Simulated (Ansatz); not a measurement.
# TiAl3: convergence and cost

This session on TiAl3 sets out to see how the set of potentials moves the results.

Method: DFT r2SCAN, scalar-relativistic, plane waves, PAW for the base; runs at other levels say so in their headings and inputs, in Ansatz 0.2.0.

2 further runs of the same task are left out: 1 for a known fault of the program, 1 set aside as unsound or not needed. Runs told in other sessions of the task aren't counted.

## 1. The starting structure

The structure is orthorhombic, space group Pmm2 (No. 25). The conventional cell has a = 2.840 Å, b = 4.681 Å, c = 4.901 Å, α = 90.00°, β = 90.00°, γ = 90.00°. Around Ti (site symmetry mm2) lie 10 Al at 2.83 to 2.85 Å and 2 Ti at 2.84 Å. Around Al (site symmetry mm2) lie 4 Ti at 2.83 to 2.84 Å and 8 Al at 2.84 to 2.86 Å. Al (site symmetry mm2) has 8 Al at 2.81 to 2.86 Å and 4 Ti at 2.85 Å in its first shell of neighbours. Al (site symmetry mm2) has 10 Al at 2.81 to 2.86 Å and 2 Ti at 2.85 Å in its first shell of neighbours.

As a file:

```cif
data_structure
_symmetry_space_group_name_H-M 'P 1'
_symmetry_Int_Tables_number 1
_cell_length_a 2.8397
_cell_length_b 4.6813
_cell_length_c 4.9007
_cell_angle_alpha 90.000
_cell_angle_beta 90.000
_cell_angle_gamma 90.000
_cell_volume 65.15
loop_
_atom_site_label
_atom_site_type_symbol
_atom_site_fract_x
_atom_site_fract_y
_atom_site_fract_z
_atom_site_occupancy
Ti1 Ti 0.00000 0.50000 0.16592 1
Al1 Al 0.50000 0.50000 0.66727 1
Al2 Al 0.50000 0.00000 0.33091 1
Al3 Al 0.00000 0.00000 0.83590 1
```

Source of the structure: the Materials Project (structure only). It is taken as it stands there.

## 2. The base input

File input.yaml:

```yaml
crystal:
  lattice:
    - [2.839677, 0.0, 0.0]
    - [0.0, 4.681264, 0.0]
    - [0.0, 0.0, 4.900742]
  atoms:
    - { symbol: Ti, position: [0.0, 0.5, 0.165916] }
    - { symbol: Al, position: [0.5, 0.5, 0.667271] }
    - { symbol: Al, position: [0.5, 0.0, 0.330912] }
    - { symbol: Al, position: [0.0, 0.0, 0.8359] }
basis:
  ecutwfc: 500
kpoints:
  mp_grid: { grid: [14, 10, 10] }
hamiltonian:
  xc: r2scan
scf:
  occupations: { method: gaussian, width: 0.1 }
output:
  forces: true
  stress: true
  eigenvalues: true
  populations: true
  write_density: true
  write_potential: true
  elf: true
  volumetric_format: npy
```

Its results, from an earlier run: -1031.6594 eV/atom at zero smearing, pressure -2.17 GPa, largest force 0.040 eV/Å, no gap on the mesh, in 7 SCF cycles and 21 s.

## 3. Set of potentials: PAW (harder set)

File input.yaml:

```yaml
crystal:
  lattice:
    - [2.839677, 0.0, 0.0]
    - [0.0, 4.681264, 0.0]
    - [0.0, 0.0, 4.900742]
  atoms:
    - { symbol: Ti, position: [0.0, 0.5, 0.165916] }
    - { symbol: Al, position: [0.5, 0.5, 0.667271] }
    - { symbol: Al, position: [0.5, 0.0, 0.330912] }
    - { symbol: Al, position: [0.0, 0.0, 0.8359] }
basis: {}
kpoints:
  mp_grid: { grid: [14, 10, 10] }
hamiltonian:
  xc: r2scan
  pseudopotentials: { kind: paw, source: ansatz }
scf:
  occupations: { method: gaussian, width: 0.1 }
output:
  forces: true
  stress: true
  eigenvalues: true
```

The run is started by

```bash
$ ansatz run input.yaml --threads 1 --pin off --max-ram 2560MiB --backend cpu --events-out ev --progress --plain --runs-dir out
```

## 4. Set of potentials set to norm-conserving potentials

Changes to input.yaml since step 3:

```diff
@@ -15,3 +15,3 @@
   xc: r2scan
-  pseudopotentials: { kind: paw, source: ansatz }
+  pseudopotentials: { kind: nc }
 scf:
```

(Steps that only read results are left out.)

**Question.** What does this series show? Wanted: gap on the mesh.

**Answer**, as computed:

```
                                 quantity                                                                                 value
gap on the mesh (eV) by set of potentials  PAW (default set): metal; PAW (harder set): metal; norm-conserving potentials: metal
```

No run finds a gap on its mesh. The sets of potentials differ by 0.2 GPa in pressure; their total energies have different zeros and cannot be compared.
